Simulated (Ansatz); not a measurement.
Geometry optimisation in Ansatz: input, command and trajectory.

```yaml
crystal:
  lattice:
    - [-7.3092867703, 0.0, 0.0]
    - [-3.6546433851, 6.3300280266, 0.0]
    - [-3.6546433851, 2.1100093422, -6.6109750973]
  atoms:
    - { symbol: In, position: [0.637075658, 0.637075658, 0.088773026] }
    - { symbol: In, position: [0.137075658, 0.137075658, 0.588773026] }
    - { symbol: Ga, position: [0.862924342, 0.862924342, 0.411226974] }
    - { symbol: Ga, position: [0.362924342, 0.362924342, 0.911226974] }
    - { symbol: P, position: [0.62511956, 0.62511956, 0.5808426827] }
    - { symbol: P, position: [0.12511956, 0.12511956, 0.0808426827] }
    - { symbol: P, position: [0.62511956, 0.1689181973, 0.5808426827] }
    - { symbol: P, position: [0.12511956, 0.6689181973, 0.0808426827] }
    - { symbol: P, position: [0.1689181973, 0.62511956, 0.5808426827] }
    - { symbol: P, position: [0.6689181973, 0.12511956, 0.0808426827] }
    - { symbol: P, position: [0.87488044, 0.87488044, 0.9191573173] }
    - { symbol: P, position: [0.37488044, 0.37488044, 0.4191573173] }
    - { symbol: P, position: [0.3310818027, 0.87488044, 0.9191573173] }
    - { symbol: P, position: [0.8310818027, 0.37488044, 0.4191573173] }
    - { symbol: P, position: [0.87488044, 0.3310818027, 0.9191573173] }
    - { symbol: P, position: [0.37488044, 0.8310818027, 0.4191573173] }
basis:
  ecutwfc: 500
kpoints:
  mp_grid: { grid: [6, 6, 6] }
hamiltonian:
  xc: r2scan
scf:
  occupations: { method: gaussian, width: 0.1 }
output:
  forces: true
  stress: true
  eigenvalues: true
relax:
  adjacent_minimum: "off"
  f_tol: 0.015
  max_steps: 60
  cell: { stress_tol: 0.15 }
```

```bash
ansatz run input.yaml --threads 2 --pin off --max-ram 5120MiB --backend cpu --events-out ev --progress --plain --runs-dir out
```

Method: DFT r2SCAN, scalar-relativistic, plane waves, PAW in Ansatz 0.2.0.

Of 6 frames 5 are shown, positions in Å and forces in eV/Å; the SCF threshold varies from step to step. Steps run on the plane waves of an earlier cell, with a Pulay correction in the pressure. The basis is chosen afresh for the last frame, the zero of the energies, and at times for earlier ones too; energy and pressure can step there, also at an unchanged geometry. Where two frames share a geometry here, they differ by under 2 meV/atom and 0.3 GPa.

```xyz
16
Lattice="-7.3093 0.0000 0.0000 -3.6546 6.3300 0.0000 -3.6546 2.1100 -6.6110" Properties=species:S:1:pos:R:3:forces:R:3 pbc="T T T" step=1 free_energy_over_end_meV_per_atom=5.85 pressure_GPa=0.33
In   -7.3093    4.2200   -0.5869    0.0000    0.0000   -0.4142
In   -3.6546    2.1100   -3.8924    0.0000    0.0000   -0.4142
Ga  -10.9639    6.3300   -2.7186    0.0000    0.0000   -0.2864
Ga   -7.3093    4.2200   -6.0241    0.0000    0.0000   -0.2864
P    -8.9765    5.1826   -3.8399   -0.2235    0.1290    0.1031
P    -1.6673    0.9626   -0.5344   -0.2235    0.1290    0.1031
P    -7.3093    2.2948   -3.8399    0.0000   -0.2581    0.1031
P    -3.6546    4.4048   -0.5344    0.0000   -0.2581    0.1031
P    -5.6420    5.1826   -3.8399    0.2235    0.1290    0.1031
P    -5.6420    0.9626   -0.5344    0.2235    0.1290    0.1031
P   -12.9513    7.4774   -6.0765   -0.3714    0.2144    0.1304
P    -5.6420    3.2574   -2.7710   -0.3714    0.2144    0.1304
P    -8.9765    7.4774   -6.0765    0.3714    0.2144    0.1304
P    -8.9765    3.2574   -2.7710    0.3714    0.2144    0.1304
P   -10.9639    4.0352   -6.0765    0.0000   -0.4288    0.1304
P    -7.3093    6.1452   -2.7710    0.0000   -0.4288    0.1304
16
Lattice="-7.3381 0.0000 0.0000 -3.6691 6.3550 0.0000 -3.6691 2.1183 -6.6047" Properties=species:S:1:pos:R:3:forces:R:3 pbc="T T T" step=2 free_energy_over_end_meV_per_atom=2.14 pressure_GPa=-0.22
In   -7.3381    4.2367   -0.6015    0.0000    0.0000    0.0610
In   -3.6691    2.1183   -3.9039    0.0000    0.0000    0.0610
Ga  -11.0072    6.3550   -2.7501    0.0000    0.0000   -0.1093
Ga   -7.3381    4.2367   -6.0525    0.0000    0.0000   -0.1093
P    -9.0302    5.2136   -3.8305    0.0606   -0.0350    0.0294
P    -1.6921    0.9769   -0.5281    0.0606   -0.0350    0.0294
P    -7.3381    2.2828   -3.8305    0.0000    0.0700    0.0294
P    -3.6691    4.4012   -0.5281    0.0000    0.0700    0.0294
P    -5.6460    5.2136   -3.8305   -0.0606   -0.0350    0.0294
P    -5.6460    0.9769   -0.5281   -0.0606   -0.0350    0.0294
P   -13.0398    7.5285   -6.0602    0.2046   -0.1181   -0.0132
P    -5.7017    3.2919   -2.7578    0.2046   -0.1181   -0.0132
P    -8.9746    7.5285   -6.0602   -0.2046   -0.1181   -0.0132
P    -8.9746    3.2919   -2.7578   -0.2046   -0.1181   -0.0132
P   -11.0072    4.0080   -6.0602    0.0000    0.2362   -0.0132
P    -7.3381    6.1263   -2.7578    0.0000    0.2362   -0.0132
16
Lattice="-7.3132 0.0000 0.0000 -3.6566 6.3334 0.0000 -3.6566 2.1111 -6.6523" Properties=species:S:1:pos:R:3:forces:R:3 pbc="T T T" step=3 free_energy_over_end_meV_per_atom=0.44 pressure_GPa=-0.04
In   -7.3132    4.2223   -0.6258    0.0000    0.0000   -0.0083
In   -3.6566    2.1111   -3.9520    0.0000    0.0000   -0.0083
Ga  -10.9698    6.3334   -2.7893    0.0000    0.0000   -0.1000
Ga   -7.3132    4.2223   -6.1155    0.0000    0.0000   -0.1000
P    -8.9959    5.1938   -3.8469   -0.0016    0.0009    0.0354
P    -1.6828    0.9715   -0.5208   -0.0016    0.0009    0.0354
P    -7.3132    2.2792   -3.8469    0.0000   -0.0019    0.0354
P    -3.6566    4.3903   -0.5208    0.0000   -0.0019    0.0354
P    -5.6304    5.1938   -3.8469    0.0016    0.0009    0.0354
P    -5.6304    0.9715   -0.5208    0.0016    0.0009    0.0354
P   -12.9773    7.4925   -6.1018    0.0374   -0.0216    0.0006
P    -5.6641    3.2702   -2.7757    0.0374   -0.0216    0.0006
P    -8.9622    7.4925   -6.1018   -0.0374   -0.0216    0.0006
P    -8.9622    3.2702   -2.7757   -0.0374   -0.0216    0.0006
P   -10.9698    4.0153   -6.1018    0.0000    0.0432    0.0006
P    -7.3132    6.1264   -2.7757    0.0000    0.0432    0.0006
16
Lattice="-7.3142 0.0000 0.0000 -3.6571 6.3343 0.0000 -3.6571 2.1114 -6.6615" Properties=species:S:1:pos:R:3:forces:R:3 pbc="T T T" step=4 free_energy_over_end_meV_per_atom=0.09 pressure_GPa=0.01
In   -7.3142    4.2229   -0.6295    0.0000    0.0000   -0.0376
In   -3.6571    2.1114   -3.9603    0.0000    0.0000   -0.0376
Ga  -10.9713    6.3343   -2.8435    0.0000    0.0000    0.0147
Ga   -7.3142    4.2229   -6.1743    0.0000    0.0000    0.0147
P    -8.9925    5.1918   -3.8418   -0.0144    0.0083   -0.0229
P    -1.6783    0.9690   -0.5110   -0.0144    0.0083   -0.0229
P    -7.3142    2.2849   -3.8418    0.0000   -0.0167   -0.0229
P    -3.6571    4.3963   -0.5110    0.0000   -0.0167   -0.0229
P    -5.6359    5.1918   -3.8418    0.0144    0.0083   -0.0229
P    -5.6359    0.9690   -0.5110    0.0144    0.0083   -0.0229
P   -12.9720    7.4894   -6.1031   -0.0250    0.0144    0.0305
P    -5.6578    3.2665   -2.7723   -0.0250    0.0144    0.0305
P    -8.9706    7.4894   -6.1031    0.0250    0.0144    0.0305
P    -8.9706    3.2665   -2.7723    0.0250    0.0144    0.0305
P   -10.9713    4.0241   -6.1031    0.0000   -0.0289    0.0305
P    -7.3142    6.1355   -2.7723    0.0000   -0.0289    0.0305
16
Lattice="-7.3016 0.0000 0.0000 -3.6508 6.3234 0.0000 -3.6508 2.1078 -6.6877" Properties=species:S:1:pos:R:3:forces:R:3 pbc="T T T" step=6 free_energy_over_end_meV_per_atom=0.00 pressure_GPa=0.07
In   -7.3016    4.2156   -0.6416    0.0000    0.0000    0.0018
In   -3.6508    2.1078   -3.9855    0.0000    0.0000    0.0018
Ga  -10.9525    6.3234   -2.8529    0.0000    0.0000    0.0025
Ga   -7.3016    4.2156   -6.1968    0.0000    0.0000    0.0025
P    -8.9799    5.1845   -3.8547    0.0046   -0.0027    0.0007
P    -1.6782    0.9689   -0.5109    0.0046   -0.0027    0.0007
P    -7.3016    2.2777   -3.8547    0.0000    0.0053    0.0007
P    -3.6508    4.3855   -0.5109    0.0000    0.0053    0.0007
P    -5.6234    5.1845   -3.8547   -0.0046   -0.0027    0.0007
P    -5.6234    0.9689   -0.5109   -0.0046   -0.0027    0.0007
P   -12.9491    7.4762   -6.1266    0.0027   -0.0016   -0.0021
P    -5.6475    3.2606   -2.7828    0.0027   -0.0016   -0.0021
P    -8.9558    7.4762   -6.1266   -0.0027   -0.0016   -0.0021
P    -8.9558    3.2606   -2.7828   -0.0027   -0.0016   -0.0021
P   -10.9525    4.0179   -6.1266    0.0000    0.0032   -0.0021
P    -7.3016    6.1257   -2.7828    0.0000    0.0032   -0.0021
```

The run took 17 min on 2 threads of AMD EPYC (Zen 3), on a shared host, peak memory 1.6 GiB.